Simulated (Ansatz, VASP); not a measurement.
One calculation of AlRu, two programs

The input INCAR:

```
ALGO     = Normal         # electronic algorithm
EDIFF    = 1E-6           # SCF threshold, eV
ENCUT    = 520            # plane-wave cutoff, eV
GGA      = PS             # functional
ISIF     = 2              # what is computed and relaxed
ISMEAR   = 0              # smearing method
LASPH    = True           # aspherical terms in the spheres
LCHARG   = False          # write CHGCAR
LREAL    = False          # projectors in reciprocal space
LWAVE    = False          # write WAVECAR
NBANDS   = 16             # bands
NELM     = 80             # most SCF steps
PREC     = Accurate       # precision mode
SIGMA    = 0.1            # smearing width, eV
```

Contents of KPOINTS:

```
k-points
0
Gamma
  14 14 14
```

Contents of POSCAR:

```
AlRu
1.0
    3.0058791240      0.0000000000      0.0000000000
    0.0000000000      3.0058791240      0.0000000000
    0.0000000000      0.0000000000      3.0058791240
Al Ru
1 1
Direct
    0.0000000000      0.0000000000      0.0000000000
    0.5000000000      0.5000000000      0.5000000000
```

Input for Ansatz:

```yaml
crystal:
  lattice:
    - [3.005879124, 0.0, 0.0]
    - [0.0, 3.005879124, 0.0]
    - [0.0, 0.0, 3.005879124]
  atoms:
    - { symbol: Al, position: [0.0, 0.0, 0.0] }
    - { symbol: Ru, position: [0.5, 0.5, 0.5] }
basis:
  ecutwfc: 420
kpoints:
  mp_grid: { grid: [14, 14, 14] }
hamiltonian:
  xc: pbesol
scf:
  occupations: { method: gaussian, width: 0.1 }
output:
  forces: true
  stress: true
  eigenvalues: true
```

Alike in both runs: task single point; functional PBEsol; k mesh 14 × 14 × 14; occupations gaussian, width 0.1 eV; no spin polarisation.

|  | VASP | Ansatz |
| --- | --- | --- |
| version | VASP 6.6.1 | Ansatz 0.2.0 |
| potentials or method | VASP PAW PBE potentials, release 64 (Al, Ru_pv) | scalar-relativistic, plane waves, PAW |
| plane-wave cutoff (eV) | 520 | 420 |
| valence electrons in the cell | 17 | 19 |

|  | VASP | Ansatz | Ansatz less VASP |
| --- | --- | --- | --- |
| gap on the k mesh at the Fermi level (eV) | none | none | - |
| pressure (GPa) | -6.1 | -6.1 | -0.05 |

A gap of «none» marks a metal or a gap that the smearing closes. With one functional, cell and mesh, what is left measures potentials, basis and numerics. The two sets of potentials don't hold the same shells in valence.

Caveats: the PAW data sets were made with another functional, which shifts forces and pressure a little (VASP).
